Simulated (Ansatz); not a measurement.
Crystal: ZrS2.

```
Zr S
1.0
     3.69138    0.00000    0.00000
    -1.84569    3.19683    0.00000
     0.00000    0.00000    6.04108
Zr S
1 2
Cartesian
  0.0000 0.0000 0.0000
  0.0000 2.1312 1.4372
  1.8457 1.0656 4.6038
```

The cell is a database's computed one.

| Item | Value |
| --- | --- |
| Program | Ansatz 0.2.0 |
| Task | relaxation of cell and atoms |
| Functional | revPBE |
| Dispersion | D4 |
| Potentials or basis | Ansatz PAW |
| Cutoff | 420 eV (not typed: the program's choice for these potentials) |
| k mesh | 8 × 8 × 5 |
| Occupations | fermi-dirac, width 0.05 eV |
| Spin | no spin polarisation |

At the start: volume 23.76 Å³/atom.

**Question.** Where does the relaxation end?

**Answer.** It ends after 7 steps and the volume is 21.78 Å³/atom (-8.3 %); space group P-3m1 (No. 164, to 0.05 Å).

The path:
| step | energy change (eV) | largest force (eV/Å) | volume (Å³) |
| --- | --- | --- | --- |
| 1 | 0.0000 | 0.0657 | 71.29 |
| 2 | -0.0077 | 0.3444 | 63.97 |
| 3 | -0.0398 | 0.0025 | 66.21 |
| 4 | -0.0423 | 0.0258 | 65.34 |
| 5 | -0.0424 | 0.0100 | 65.31 |
| 6 | -0.0424 | 0.0001 | 65.35 |
| 7 | -0.0419 | 0.0002 | 65.35 |

Final structure:
```cif
data_structure
_symmetry_space_group_name_H-M 'P 1'
_symmetry_Int_Tables_number 1
_cell_length_a 3.6366
_cell_length_b 3.6366
_cell_length_c 5.7062
_cell_angle_alpha 90.000
_cell_angle_beta 90.000
_cell_angle_gamma 120.000
_cell_volume 65.35
loop_
_atom_site_label
_atom_site_type_symbol
_atom_site_fract_x
_atom_site_fract_y
_atom_site_fract_z
_atom_site_occupancy
Zr1 Zr 0.00000 0.00000 0.00000 1
S1 S 0.33333 0.66667 0.25579 1
S2 S 0.66667 0.33333 0.74421 1
```

Caveat: the plane-wave basis is chosen anew once the cell has moved, so the energies of steps on either side of that aren't comparable; the PAW data sets come from PBE, with cores solved anew for the run's functional, which leaves a small shift of forces and pressure.
